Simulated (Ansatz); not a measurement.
Pt2Se3: from a trial structure to a relaxed crystal

All numbers below come from Ansatz 0.2.0, DFT PBE, scalar-relativistic, plane waves, PAW. Cutoff 420 eV, Γ-centred k mesh, Gaussian smearing, no spin polarisation in the final step.

The start puts Pt2Se3 on the sites of a reported Ga3Ni2 cell (P-3m1, No. 164), with Pt in place of Ni, Se in place of Ga, at a guessed volume.

```yaml
crystal:
  lattice:
    - [4.64016, 0.00000, 0.00000]
    - [-2.32008, 4.01850, 0.00000]
    - [0.00000, 0.00000, 5.60257]
  atoms:
    - { symbol: Pt, position: [0.33333, 0.66667, 0.13800] }
    - { symbol: Pt, position: [0.66667, 0.33333, 0.86200] }
    - { symbol: Se, position: [0.00000, 0.00000, 0.00000] }
    - { symbol: Se, position: [0.33333, 0.66667, 0.62500] }
    - { symbol: Se, position: [0.66667, 0.33333, 0.37500] }
```

Cell and atoms relax at zero pressure; the relaxation can't lower the symmetry of the start. After a coarse first stage the cell is made exact in the group found at 0.06 Å.

Energies over the elements count from the elements' standard structures at the same level, with no empirical corrections.

**Question.** Which crystal results?

**Answer.** It keeps P-3m1 (No. 164), but not the shape of the type it started on. Conventional cell: a = 3.763 Å, c = 8.842 Å. Pt has 3 Se at 2.48 Å and 3 Se at 2.74 Å; Se on Wyckoff site a (1 atom of the primitive cell) has 6 Pt at 2.74 Å; around Se on Wyckoff site d (2 atoms of the primitive cell) lie 3 Pt at 2.48 Å.

```
Pt Se
1.0
     3.76264    0.00000    0.00000
    -1.88132    3.25854    0.00000
     0.00000    0.00000    8.84213
Pt Se
2 3
Direct
  0.33333 0.66667 0.18927
  0.66667 0.33333 0.81073
  0.00000 0.00000 0.00000
  0.33333 0.66667 0.67598
  0.66667 0.33333 0.32402
```

**Question.** What are its volume, energy, density and gap?

**Answer.** The volume per atom is 21.7 Å³ and the density is 9.6 g/cm³. The energy over the elements is -0.17 eV/atom. The gap on the 12×12×4 mesh is 0 eV (a metal).

The final run used a 12×12×4 mesh on its 5-atom cell and 0.10 eV smearing. The k mesh leaves about 4 meV/atom of noise in metals. Weakly bound directions are ill-defined at this level, which has no dispersion term. Spin–orbit coupling is left out. Symmetry constrained the relaxation, so the result can be a saddle point.